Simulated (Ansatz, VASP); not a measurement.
## BAs: VASP beside Ansatz

```xyz
2
Lattice="0.0000 2.2116 2.2116 2.2116 0.0000 2.2116 2.2116 2.2116 0.0000" Properties=species:S:1:pos:R:3 pbc="T T T"
B     0.0000    0.0000    0.0000
As    2.2116    2.2116    2.2116
```

Change from the starting cell: volume scaled by 0.88, LAPW.

Alike in both runs: task single point; functional PBE; k mesh 15 × 15 × 15; occupations fermi-dirac, width 0.08 eV; no spin polarisation.

|  | VASP | Ansatz |
| --- | --- | --- |
| version | VASP 6.6.1 | Ansatz 0.2.0 |
| potentials or method | VASP PAW PBE potentials, release 64 (B, As), cutoff 520 eV | all-electron LAPW, scalar-relativistic |

VASP gave:

```
pressure (GPa) : 22.5
```

Problem. What did Ansatz give for the same quantities?

Solution. Pressure (GPa): 21.8.

Ansatz ran all-electron here, so the differences hold the error of VASP's frozen core and of both bases.

Caveats: so large a pressure means that the cell lies far from this level's equilibrium, or that cutoff or potentials fall short (VASP).
